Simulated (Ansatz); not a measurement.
# Zr3O: element swaps in one structure

The structure type of Zr3O is kept and its elements are changed: O → S. Wanted are volume, gap and formation energy of each.

Program: Ansatz 0.2.0. Level of theory: DFT PBEsol, scalar-relativistic, plane waves, PAW. These are calculated values, not measurements.

**1. The starting structure**

Symmetry: P6_322, No. 182, hexagonal system. The conventional cell has a = 5.650 Å, b = 5.650 Å, c = 5.194 Å, α = 90.00°, β = 90.00°, γ = 120.00°. Around Zr (site symmetry 2) lie 2 O at 2.27 Å. O (site symmetry 32) is surrounded by 6 Zr at 2.27 Å.

Structure file:

```xyz
8
Lattice="5.6500 0.0000 0.0000 -2.8250 4.8930 0.0000 0.0000 0.0000 5.1939" Properties=species:S:1:pos:R:3 pbc="T T T"
Zr   -1.8661    3.2322    2.5970
Zr   -0.9589    1.6609    0.0000
Zr    1.8661    3.2322    0.0000
Zr    3.7322    0.0000    2.5970
Zr    0.9589    1.6609    2.5970
Zr    1.9178    0.0000    0.0000
O     2.8250    1.6310    3.8954
O     0.0000    3.2620    1.2985
```

The structure comes from the Materials Project (structure only).

(A quick probe on a coarse mesh, which set the mesh and smearing, is not shown.)

**3. The relaxation**

Input file input.yaml:

```yaml
crystal:
  lattice:
    - [5.6499863591, 0.0, 0.0]
    - [-2.8249931796, 4.893031718, 0.0]
    - [0.0, 0.0, 5.19391355]
  atoms:
    - { symbol: Zr, position: [0.0, 0.66056685, 0.5] }
    - { symbol: Zr, position: [0.0, 0.33943315, 0.0] }
    - { symbol: Zr, position: [0.66056685, 0.66056685, 0.0] }
    - { symbol: Zr, position: [0.66056685, 0.0, 0.5] }
    - { symbol: Zr, position: [0.33943315, 0.33943315, 0.5] }
    - { symbol: Zr, position: [0.33943315, 0.0, 0.0] }
    - { symbol: O, position: [0.66666667, 0.33333333, 0.75] }
    - { symbol: O, position: [0.33333333, 0.66666667, 0.25] }
basis:
  ecutwfc: 420
kpoints:
  mp_grid: { grid: [6, 6, 8] }
hamiltonian:
  xc: pbesol
scf:
  occupations: { method: gaussian, width: 0.1 }
output:
  forces: true
  stress: true
  eigenvalues: true
relax:
  adjacent_minimum: "off"
  f_tol: 0.005
  max_steps: 80
  cell: { stress_tol: 0.05 }
```

The run is started by

```bash
$ ansatz run input.yaml --threads 2 --pin off --max-ram 5120MiB --backend cpu --events-out ev --progress --plain --runs-dir out
```

The session goes on with these runs: probe: one point at the start (Zr3S); a loose first relaxation (Zr3S); the relaxation (Zr3S).

Before running it: what results should come out? Wanted: relaxed cell; volume; formation energy; O → S.

As calculated:

```
                                                               quantity                                                                       value
                                                           relaxed cell  a = 5.584 Å, b = 5.584 Å, c = 5.156 Å, α = 90.00°, β = 90.00°, γ = 120.00°
                                                   space group (0.01 Å)                                                            P6_322 (No. 182)
                                                                 volume                                                               17.40 Å³/atom
formation energy (elements from runs with the same settings, not shown)                                                               -1.47 eV/atom
                                                           O → S (Zr3S)                         21.07 Å³/atom, gap none (metal), ΔH_f -0.84 eV/atom
```

**Reading.** The cell shrank by 3.0 % in volume on relaxing. O → S changes the volume per atom by +21.1 %. Both are metals at this level. Zr3O has the lowest formation energy in this structure (-1.47 eV/atom). A negative value alone does not show stability: other structures and competing compounds were not computed.
